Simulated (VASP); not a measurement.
# GaAs (F-43m) in VASP: a series of runs

One crystal, GaAs, is run at these levels: PBE+D3(BJ), PBE; tasks: relaxation of cell and atoms.

Everything below comes from runs of VASP 6.6.1. Logs are shortened: lines on timing, memory, paths and dates and some standing lists are left out, and cuts for length are marked.

## (1) Starting point

Symmetry: F-43m, No. 216, cubic system. Conventional cell: a = 5.654 Å, b = 5.654 Å, c = 5.654 Å, α = 90.00°, β = 90.00°, γ = 90.00°. Around Ga (site symmetry -43m) lie 4 As at 2.45 Å. As (site symmetry -43m) has 4 Ga at 2.45 Å as nearest neighbours.

## (2) Relaxation of cell and atoms, PBE+D3(BJ)

INCAR

```
SYSTEM = GaAs
PREC = Accurate
ENCUT = 600
EDIFF = 1E-6
ISMEAR = 0
SIGMA = 0.03
LREAL = .False.
LASPH = .True.
NELM = 80
ALGO = Normal
ISIF = 3
LWAVE = .False.
LCHARG = .False.
GGA = PE
IVDW = 12
IBRION = 2
NSW = 90
EDIFFG = -0.01
```

KPOINTS

```
Automatic mesh
0
Gamma
  10 10 10
  0 0 0
```

POSCAR

```
GaAs
1.0
    0.0000000000      2.8268500000      2.8268500000
    2.8268500000      0.0000000000      2.8268500000
    2.8268500000      2.8268500000      0.0000000000
Ga As
1 1
Direct
    0.0000000000      0.0000000000      0.0000000000
    0.2500000000      0.2500000000      0.2500000000
```

Potentials or basis: VASP PAW PBE potentials, release 64 (Ga_d, As).

Command:

```sh
$ cat potpaw_PBE.64/Ga_d/POTCAR potpaw_PBE.64/As/POTCAR > POTCAR
$ mpirun -np 1 vasp_std > vasp.out
```

OUTCAR:

```text
SYSTEM = GaAs
   PREC = Accurate
   ENCUT = 600
   EDIFF = 1E-6
   ISMEAR = 0
   LREAL = .False.
   LASPH = .True.
   NELM = 80
   ISIF = 3
   GGA = PE
   IVDW = 12
   IBRION = 2
   NSW = 90
   EDIFFG = -0.01
 IVDW          = 12

 ion  position               nearest neighbor table
   1  0.000  0.000  0.000-   2 2.45   2 2.45   2 2.45   2 2.45
   2  0.250  0.250  0.250-   1 2.45   1 2.45   1 2.45   1 2.45

  LATTYP: Found a face centered cubic cell.
 ALAT       =     5.6537000000

  Lattice vectors:

 A1 = (   0.0000000000,   2.8268500000,   2.8268500000)
 A2 = (   2.8268500000,   0.0000000000,   2.8268500000)
 A3 = (   2.8268500000,   2.8268500000,   0.0000000000)

Analysis of symmetry for initial positions (statically):
=====================================================================
 Subroutine PRICEL returns:
 Original cell was already a primitive cell.

 Routine SETGRP: Setting up the symmetry group for a
 face centered cubic supercell.

 Subroutine GETGRP returns: Found 24 space group operations
 (whereof 24 operations were pure point group operations)
 out of a pool of 48 trial point group operations.

The static configuration has the point symmetry T_d .

Analysis of symmetry for dynamics (positions and initial velocities):
=====================================================================
 Subroutine PRICEL returns:
 Original cell was already a primitive cell.

 Routine SETGRP: Setting up the symmetry group for a
 face centered cubic supercell.

 Subroutine GETGRP returns: Found 24 space group operations
 (whereof 24 operations were pure point group operations)
 out of a pool of 48 trial point group operations.

The dynamic configuration has the point symmetry T_d .

 Subroutine INISYM returns: Found 24 space group operations
 (whereof 24 operations are pure point group operations),
 and found     1 'primitive' translations

----------------------------------------------------------------------------------------

                                     Primitive cell

  volume of cell :      45.1792

  direct lattice vectors                    reciprocal lattice vectors
     0.000000000  2.826850000  2.826850000    -0.176875321  0.176875321  0.176875321
     2.826850000  0.000000000  2.826850000     0.176875321 -0.176875321  0.176875321
     2.826850000  2.826850000  0.000000000     0.176875321  0.176875321 -0.176875321

  length of vectors
     3.997769609  3.997769609  3.997769609     0.306357042  0.306357042  0.306357042

  position of ions in fractional coordinates (direct lattice)
     0.000000000  0.000000000  0.000000000
     0.250000000  0.250000000  0.250000000

  ion indices of the primitive-cell ions
   primitive index   ion index
                 1           1
                 2           2

----------------------------------------------------------------------------------------

 KPOINTS: Automatic mesh

Automatic generation of k-mesh.
 Grid dimensions read from file:
 generate k-points for:   10   10   10

 Generating k-lattice:

  Cartesian coordinates                     Fractional coordinates (reciprocal lattice)
    -0.017687532  0.017687532  0.017687532     0.100000000  0.000000000  0.000000000
     0.017687532 -0.017687532  0.017687532     0.000000000  0.100000000  0.000000000
     0.017687532  0.017687532 -0.017687532     0.000000000  0.000000000  0.100000000

  Length of vectors
     0.030635704  0.030635704  0.030635704

  Shift w.r.t. Gamma in fractional coordinates (k-lattice)
     0.000000000  0.000000000  0.000000000

 Subroutine IBZKPT returns following result:
 ===========================================

 Found     47 irreducible k-points:

 Following reciprocal coordinates:
            Coordinates               Weight
  0.000000  0.000000  0.000000      1.000000
  0.100000  0.000000  0.000000      8.000000
  0.200000  0.000000  0.000000      8.000000
  0.300000  0.000000  0.000000      8.000000
  0.400000  0.000000  0.000000      8.000000
  0.500000  0.000000  0.000000      4.000000
[... 16 lines left out ...]
  0.300000  0.300000  0.000000      6.000000
  0.400000  0.300000  0.000000     24.000000
 [... further k-points ...]
   k-points           NKPTS =     47   k-points in BZ     NKDIM =     47   number of bands    NBANDS=     13
   number of dos      NEDOS =    301   number of ions     NIONS =      2
   total plane-waves  NPLWV =  32768
   dimension x,y,z NGX =    32 NGY =   32 NGZ =   32
   dimension x,y,z NGXF=    64 NGYF=   64 NGZF=   64
   ions per type =               1   1
   NGX,Y,Z   is equivalent  to a cutoff of  13.31, 13.31, 13.31 a.u.
   NGXF,Y,Z  is equivalent  to a cutoff of  26.61, 26.61, 26.61 a.u.
 SYSTEM =  GaAs
   PREC   = accura    normal or accurate (medium, high low for compatibility)
   ISTART =      0    job   : 0-new  1-cont  2-samecut
   ICHARG =      2    charge: 1-file 2-atom 10-const
   ISPIN  =      1    spin polarized calculation?
   LNONCOLLINEAR =      F non collinear calculations
   LSORBIT =      F    spin-orbit coupling
   LASPH  =      T    aspherical Exc in radial PAW
   ENCUT  =  600.0 eV  44.10 Ry    6.64 a.u.   7.98  7.98  7.98*2*pi/ulx,y,z
   NELM   =     80;   NELMIN=  2; NELMDL= -5     # of ELM steps
   EDIFF  = 0.1E-05   stopping-criterion for ELM
   LREAL  =      F    real-space projection
   EDIFFG = -.1E-01   stopping-criterion for IOM
   NSW    =     90    number of steps for IOM
   IBRION =      2    ionic relax: 0-MD 1-quasi-New 2-CG
   NFREE  =      1    steps in history (QN), initial steepest desc. (CG)
   ISIF   =      3    stress and relaxation
   ISYM   =      2    0-nonsym 1-usesym 2-fastsym
   POTIM  = 0.5000    time-step for ionic-motion
   TEBEG  =    0.0;   TEEND  =   0.0 temperature during run
   PSTRESS=    0.0 pullay stress
   NELECT =      18.0000    total number of electrons
   NUPDOWN=      -1.0000    fix difference up-down
   EMIN   =  10.00;   EMAX   =-10.00  energy-range for DOS
   EFERMI =   0.00;   METHOD = LEGACY
   ISMEAR =     0;   SIGMA  =   0.03  broadening in eV -4-tet -1-fermi 0-gaus
   EFERMI_NEDOS =   21; number of points for ismear=-14 and -15
   IALGO  =     38    algorithm
   IMIX   =      4    mixing-type and parameters
     AMIX     =   0.40;   BMIX     =  1.00
     AMIX_MAG =   1.60;   BMIX_MAG =  1.00
  volume/ion in A,a.u.               =      22.59       152.44
  Fermi-wavevector in a.u.,A,eV,Ry     =   1.204628  2.276417 19.743799  1.451128
  Thomas-Fermi vector in A             =   2.340347
   LORBIT       =      0    0 simple, 1 ext, 2 COOP (PROOUT), +10 PAW based schemes
   GGA     = PE    functional components
   LHFCALC =     F    Hartree Fock is set to
   AEXX    =    0.0000 exact exchange contribution
   IVDW    =    12    specifies the selected vdW correction
   LEPSILON=     F    determine dielectric tensor
   LRPA    =     F    only Hartree local field effects (RPA)
 conjugate gradient relaxation of ions
 non-spin polarized calculation
 Gauss-broadening in eV      SIGMA  =   0.03
  energy-cutoff  :      600.00
  volume of cell :       45.18
 maximum number of plane-waves:      1524
   NGX = 15   NGY = 15   NGZ = 15

--------------------------------------- Ionic step        1  -------------------------------------------

 number of electron      18.0000011 magnetization

 Free energy of the ion-electron system (eV)
  ---------------------------------------------------
  ext. energy  EPLUGINS =         0.00000000
  ---------------------------------------------------
  free energy    TOTEN  =        -8.25071693 eV

  energy without entropy =       -8.25071693  energy(sigma->0) =       -8.25071693

------------------------ aborting loop because EDIFF is reached ----------------------------------------

 Edisp (eV)   -0.64970

 E8    (eV) :    -0.2901

  FORCE on cell =-STRESS in cart. coord.  units (eV):
  Direction    XX          YY          ZZ          XY          YZ          ZX
  --------------------------------------------------------------------------------------
  -------------------------------------------------------------------------------------
  Total       0.27394     0.27394     0.27394     0.00000    -0.00000    -0.00000
  in kB       9.71479     9.71479     9.71479     0.00000    -0.00000    -0.00000
  external pressure =        9.71 kB  Pullay stress =        0.00 kB
[... 61 lines left out ...]
  energy  without entropy=       -8.9020411866  energy(sigma->0) =       -8.90204119

--------------------------------------- Ionic step        3  -------------------------------------------

 number of electron      18.0000009 magnetization

 Free energy of the ion-electron system (eV)
  ---------------------------------------------------
  ext. energy  EPLUGINS =         0.00000000
  ---------------------------------------------------
  free energy    TOTEN  =        -8.26253938 eV

  energy without entropy =       -8.26253938  energy(sigma->0) =       -8.26253938

 E-fermi :   3.9479     XC(G=0):  -9.5241

 val. band max:        3.7985465897   @ k =   0.0000   0.0000   0.0000
 cond. band min:       4.2124066187   @ k =   0.0000   0.0000   0.0000
 fundamental gap:      0.4138600290
 Fermi energy:         3.9479369197

 k-point     1 :       0.0000    0.0000    0.0000
  band No.  band energies     occupation
      1     -10.9834      2.00000
      2     -10.9834      2.00000
      3     -10.9834      2.00000
      4     -10.9077      2.00000
      5     -10.9077      2.00000
      6      -8.8256      2.00000
      7       3.7985      2.00000
      8       3.7985      2.00000
      9       3.7985      2.00000
     10       4.2124      0.00000
     11       7.5244      0.00000
     12       7.5244      0.00000
     13       7.5244      0.00000
[... 353 lines left out ...]
 k-point    24 :       0.4000    0.3000    0.0000
  band No.  band energies     occupation
      1     -11.0702      2.00000
      2     -10.9491      2.00000
      3     -10.9477      2.00000
      4     -10.9243      2.00000
      5     -10.8986      2.00000
      6      -7.1284      2.00000
      7      -1.8290      2.00000
      8       1.2612      2.00000
      9       1.5925      2.00000
     10       5.6573      0.00000
     11       6.6507      0.00000
     12      11.0322      0.00000
     13      11.6658      0.00000

 [... further k-points ...]

------------------------ aborting loop because EDIFF is reached ----------------------------------------

 Edisp (eV)   -0.63981

 E8    (eV) :    -0.2856

  FORCE on cell =-STRESS in cart. coord.  units (eV):
  Direction    XX          YY          ZZ          XY          YZ          ZX
  --------------------------------------------------------------------------------------
  -------------------------------------------------------------------------------------
  Total       0.00847     0.00847     0.00847     0.00000     0.00000     0.00000
  in kB       0.29609     0.29609     0.29609     0.00000     0.00000     0.00000
  external pressure =        0.30 kB  Pullay stress =        0.00 kB
[... 17 lines left out ...]
  FREE ENERGIE OF THE ION-ELECTRON SYSTEM (eV)
  ---------------------------------------------------
  free  energy   TOTEN  =        -8.9023495834 eV

  energy  without entropy=       -8.9023495834  energy(sigma->0) =       -8.90234958

 reached required accuracy - stopping structural energy minimisation
```

Run time: 49 s. Hardware: 1 thread of Intel Xeon Platinum 8259CL at 2.50GHz (Skylake/Cascade Lake), shared host; peak memory 0.21 GiB.

Results:

- Free energy: -8.9023 eV
- Relaxed volume: 22.91 Å³/atom
- Relaxed cell: a = 4.017 Å, b = 4.017 Å, c = 4.017 Å, α = 60.00°, β = 60.00°, γ = 60.00°
- Space group after relaxing (to 0.05 Å): F-43m (No. 216)
- Energy gained by relaxing: 1.0 meV/atom
- Ionic steps: 3
- Pressure after relaxing: 0.0 GPa
- Band gap on the k mesh: 0.41 eV, direct
- Dispersion energy per atom: -0.320 eV

Step by step:
```csv
step,energy change (eV),largest force (eV/Å),pressure (GPa),volume (Å³)
1,0.0000,0.0000,0.97,45.18
2,-0.0016,0.0000,-0.32,46.08
3,-0.0019,0.0000,0.03,45.83
```

Final structure:
```yaml
crystal:
  lattice:
    - [0.00000, 2.84029, 2.84029]
    - [2.84029, 0.00000, 2.84029]
    - [2.84029, 2.84029, 0.00000]
  atoms:
    - { symbol: Ga, position: [0.00000, 0.00000, 0.00000] }
    - { symbol: As, position: [0.25000, 0.25000, 0.25000] }
```

A hybrid or GW would open this gap; PBE tends to underestimate it. Zero-point motion and thermal expansion aren't in these numbers.

## (3) Relaxation of cell and atoms, PBE+D3(BJ)

This run uses another cell than the first one, of 22.91 Å³/atom, 1.014 times its volume.

INCAR, as its differences from that of step 2:

```diff
@@ -3,3 +3,3 @@
 ENCUT = 600
-EDIFF = 1E-6
+EDIFF = 1E-7
 ISMEAR = 0
@@ -17,2 +17,2 @@
 NSW = 90
-EDIFFG = -0.01
+EDIFFG = -0.005
```

KPOINTS is that of step 2.

POSCAR

```
GaAs                                    
1.0
    0.0000000000      2.8402876627      2.8402876627
    2.8402876627     -0.0000000000      2.8402876627
    2.8402876627      2.8402876627     -0.0000000000
  Ga              As            
     1     1
Direct
     0.0000000000000000    0.0000000000000000    0.0000000000000000
     0.2500000000000000    0.2500000000000000    0.2500000000000000
```

Potentials or basis: VASP PAW PBE potentials, release 64 (Ga_d, As).

Command:

```sh
$ cat potpaw_PBE.64/Ga_d/POTCAR potpaw_PBE.64/As/POTCAR > POTCAR
$ mpirun -np 1 vasp_std > vasp.out
```

Run time: 29 s. Hardware: 1 thread of Intel Xeon Platinum 8259CL at 2.50GHz (Skylake/Cascade Lake), shared host; peak memory 0.2 GiB.

The run converged. Its results:

* Free energy: -8.9024 eV
* Pressure after relaxing: 0.0 GPa
* Band gap on the k mesh: 0.41 eV, direct
* Dispersion energy per atom: -0.320 eV

Final structure:
```yaml
crystal:
  lattice:
    - [0.00000, 2.84029, 2.84029]
    - [2.84029, 0.00000, 2.84029]
    - [2.84029, 2.84029, 0.00000]
  atoms:
    - { symbol: Ga, position: [0.00000, 0.00000, 0.00000] }
    - { symbol: As, position: [0.25000, 0.25000, 0.25000] }
```

Levels at points of the mesh, in eV from the valence-band top:
| k point | band 7 | band 8 | band 9 | band 10 | band 11 | band 12 |
| --- | --- | --- | --- | --- | --- | --- |
| (0.00, 0.00, 0.00) | 0.00 | 0.00 | 0.00 | 0.41 | 3.73 | 3.73 |
| (0.50, 0.00, 0.00) | -6.56 | -1.12 | -1.12 | 0.96 | 4.63 | 4.63 |
| (0.50, 0.50, 0.00) | -6.75 | -2.63 | -2.63 | 1.49 | 1.66 | 10.05 |

Caveat: the relaxation stopped at its first step, so nothing moved. A hybrid or GW would open this gap; PBE tends to underestimate it.

## (4) Relaxation of cell and atoms, PBE

INCAR

```
SYSTEM = GaAs
PREC     = Accurate       ! precision mode
ENCUT    = 600            ! plane-wave cutoff, eV
EDIFF    = 1E-6           ! SCF threshold, eV
ISMEAR   = 0              ! smearing method
SIGMA    = 0.03           ! smearing width, eV
LREAL    = .False.        ! projectors in reciprocal space
LASPH    = .True.         ! aspherical terms in the spheres
NELM     = 80             ! most SCF steps
ALGO     = Normal         ! electronic algorithm
ISIF     = 3              ! what is computed and relaxed
LWAVE    = .False.        ! write WAVECAR
LCHARG   = .False.        ! write CHGCAR
GGA      = PE             ! functional
IBRION   = 2              ! ionic algorithm
NSW      = 90             ! ionic steps
EDIFFG   = -0.01          ! ionic threshold
```

KPOINTS

```
regular mesh
0
Gamma
  10 10 10
  0 0 0
```

POSCAR

```
GaAs
1.0
    0.0000000000      2.8268500000      2.8268500000
    2.8268500000      0.0000000000      2.8268500000
    2.8268500000      2.8268500000      0.0000000000
Ga As
1 1
Direct
    0.0000000000      0.0000000000      0.0000000000
    0.2500000000      0.2500000000      0.2500000000
```

Command:

```sh
$ cat potpaw_PBE.64/Ga_d/POTCAR potpaw_PBE.64/As/POTCAR > POTCAR
$ mpirun -np 1 vasp_std > vasp.out
```

Wall time 25 s (1 thread of Intel Xeon 6975P-C (Granite Rapids), shared host); peak memory 0.2 GiB.

Results (log left out):

- Free energy: -8.2748 eV
- Relaxed volume: 23.77 Å³/atom
- Relaxed cell: a = 4.066 Å, b = 4.066 Å, c = 4.066 Å, α = 60.00°, β = 60.00°, γ = 60.00°
- Space group after relaxing (to 0.05 Å): F-43m (No. 216)
- Energy gained by relaxing: 12.1 meV/atom
- Ionic steps: 3
- Pressure after relaxing: -0.1 GPa
- Band gap on the k mesh: 0.15 eV, direct

Step by step:
| step | energy change (eV) | largest force (eV/Å) | pressure (GPa) | volume (Å³) |
| --- | --- | --- | --- | --- |
| 1 | 0.0000 | 0.0000 | 3.45 | 45.18 |
| 2 | -0.0210 | 0.0000 | -1.02 | 48.43 |
| 3 | -0.0241 | 0.0000 | -0.06 | 47.53 |

Final structure:
```
CELL_PARAMETERS angstrom
0.00000 2.87512 2.87512
2.87512 0.00000 2.87512
2.87512 2.87512 0.00000
ATOMIC_POSITIONS crystal
Ga 0.00000 0.00000 0.00000
As 0.25000 0.25000 0.25000
```

Levels at points of the mesh, in eV from the valence-band top:
```
           k point  band 7  band 8  band 9  band 10  band 11  band 12
(0.00, 0.00, 0.00)    0.00    0.00    0.00     0.15     3.72     3.72
(0.50, 0.00, 0.00)   -6.37   -1.07   -1.07     0.86     4.62     4.62
(0.50, 0.50, 0.00)   -6.59   -2.50   -2.50     1.56     1.68     9.77
```

A hybrid or GW would open this gap; PBE tends to underestimate it. Zero-point motion and thermal expansion aren't in these numbers.

## (5) Relaxation of cell and atoms, PBE

This run uses another cell than the first one, of 23.77 Å³/atom, 1.052 times its volume.

INCAR, as its differences from that of step 4:

```diff
@@ -3,3 +3,3 @@
 ENCUT    = 600            ! plane-wave cutoff, eV
-EDIFF    = 1E-6           ! SCF threshold, eV
+EDIFF    = 1E-7           ! SCF threshold, eV
 ISMEAR   = 0              ! smearing method
@@ -16,2 +16,2 @@
 NSW      = 90             ! ionic steps
-EDIFFG   = -0.01          ! ionic threshold
+EDIFFG   = -0.005         ! ionic threshold
```

KPOINTS is that of step 4.

POSCAR

```
GaAs                                    
1.0
    0.0000000000      2.8751155360      2.8751155360
    2.8751155360     -0.0000000000      2.8751155360
    2.8751155360      2.8751155360     -0.0000000000
  Ga              As            
     1     1
Direct
     0.0000000000000000    0.0000000000000000    0.0000000000000000
     0.2500000000000000    0.2500000000000000    0.2500000000000000
```

Command:

```sh
$ cat potpaw_PBE.64/Ga_d/POTCAR potpaw_PBE.64/As/POTCAR > POTCAR
$ mpirun -np 1 vasp_std > vasp.out
```

Run time: 12 s. Hardware: 1 thread of Intel Xeon 6975P-C (Granite Rapids), shared host; peak memory 0.19 GiB.

Results (log left out):

| Property | Result |
| --- | --- |
| Free energy | -8.2751 eV |
| Pressure after relaxing | 0.0 GPa |
| Band gap on the k mesh | 0.14 eV, direct |

Final structure:
```
Ga As
1.0
     0.00000    2.87512    2.87512
     2.87512    0.00000    2.87512
     2.87512    2.87512    0.00000
Ga As
1 1
Direct
  0.00000 0.00000 0.00000
  0.25000 0.25000 0.25000
```

Levels at points of the mesh, in eV from the valence-band top:
```tsv
k point	band 6	band 7	band 8	band 9	band 10	band 11	band 12	band 13
(0.00, 0.00, 0.00)	-12.37	0.00	0.00	0.00	0.14	3.71	3.71	3.71
(0.50, 0.00, 0.00)	-10.76	-6.37	-1.07	-1.07	0.86	4.62	4.62	7.70
(0.50, 0.50, 0.00)	-10.09	-6.59	-2.50	-2.50	1.56	1.68	9.77	9.77
```

Caveat: the relaxation stopped at its first step, so nothing moved.

(Continued in part 2 of 2.)
